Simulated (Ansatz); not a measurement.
## Does relaxation matter for the field gradients of P?

Start: a structure deposited in the COD, atoms as given.

```cif
data_P
_symmetry_space_group_name_H-M 'P-1'
_symmetry_Int_Tables_number 2
_cell_length_a 5.5030
_cell_length_b 10.8842
_cell_length_c 11.0238
_cell_angle_alpha 94.682
_cell_angle_beta 99.826
_cell_angle_gamma 100.552
loop_
_atom_site_label
_atom_site_type_symbol
_atom_site_symmetry_multiplicity
_atom_site_Wyckoff_symbol
_atom_site_fract_x
_atom_site_fract_y
_atom_site_fract_z
P1 P 2 i 0.0742 0.0025 0.6780
P3 P 2 i 0.5916 0.1772 0.5292
P5 P 2 i 0.1626 0.0512 0.1894
P7 P 2 i 0.7777 0.3736 0.5550
P9 P 2 i 0.6880 0.3149 0.0264
P11 P 2 i 0.2403 0.0113 0.8719
P13 P 2 i 0.5150 0.3081 0.6716
P15 P 2 i 0.3783 0.3196 0.4775
P17 P 2 i 0.0656 0.3742 0.1353
P19 P 2 i 0.0121 0.1452 0.8135
P21 P 2 i 0.7938 0.4942 0.1424
P23 P 2 i 0.7501 0.3189 0.2261
```

One atom of each set is listed.

Method: Kohn–Sham DFT in Ansatz, PBE, plane waves and PAW (field gradients read without the response of the frozen cores, which leaves them typically 4 to 6 % off), scalar-relativistic, 420 eV cutoff, Γ-centred 6×3×3 k-points, Fermi–Dirac smearing 0.05 eV.

The largest force at the start is 1.2 eV/Å. Relaxing the ions at fixed cell moves them by 0.156 Å at most (atom 14, P) and 0.112 Å rms.

```csv
site,moved (Å),first shell before,first shell after,V_zz before (10²¹ V/m²),η before
P3,0.139,3 P at 2.16–2.18 Å,3 P at 2.21 Å,-0.41,0.92
P5,0.049,3 P at 2.17 Å,3 P at 2.21 Å,0.30,0.36
P7,0.069,3 P at 2.16–2.17 Å,3 P at 2.21 Å,-0.39,0.39
P9,0.132,3 P at 2.16–2.17 Å,3 P at 2.21 Å,-0.36,0.41
P11,0.053,3 P at 2.16–2.17 Å,3 P at 2.21 Å,-0.43,0.56
P13,0.156,3 P at 2.16–2.18 Å,3 P at 2.20–2.21 Å,-0.75,0.47
P15,0.050,3 P at 2.16–2.17 Å,3 P at 2.20–2.21 Å,-0.36,0.58
P17,0.133,3 P at 2.16–2.17 Å,3 P at 2.21 Å,-0.37,0.56
P19,0.150,3 P at 2.16–2.18 Å,3 P at 2.21 Å,0.39,0.98
P21,0.116,3 P at 2.17–2.18 Å,3 P at 2.21 Å,0.31,0.74
P23,0.077,3 P at 2.16–2.18 Å,3 P at 2.21 Å,0.31,0.64
```

**Question.** What are V_zz and η after the relaxation?

**Answer.** 

```tsv
site	V_zz after	η after	change of V_zz
P3	0.24	0.60	–
P5	-0.22	0.89	–
P7	-0.25	0.73	–
P9	-0.17	0.38	–
P11	-0.22	0.66	–
P13	-0.30	0.87	+0.45
P15	0.12	0.68	–
P17	0.18	0.80	–
P19	-0.26	1.00	–
P21	0.23	0.72	-0.08
P23	-0.23	0.96	–
```

The largest change of V_zz along a kept axis is on P13, from -0.75 to -0.30. In per cent, |V_zz| changes by -60 on P (all sites that start above 0.5). Where |V_zz| stays above 0.1 and the axes keep their order, η moves most on P13, from 0.47 to 0.87. On P21 V_xx and V_yy change places (or their axes turn by over 50°), so the two values of η hide a larger change. On P11, P3, P19, P7, P17, P15, P9, P23 and 2 more sites (not all in the table) the largest principal value lies along another axis in the second run, so the two V_zz can't be compared directly. The table leaves out 1 of the 12 sites, with |V_zz| up to 0.29; their tensors move by 0.31 at most along any direction. The statements above cover all sites.
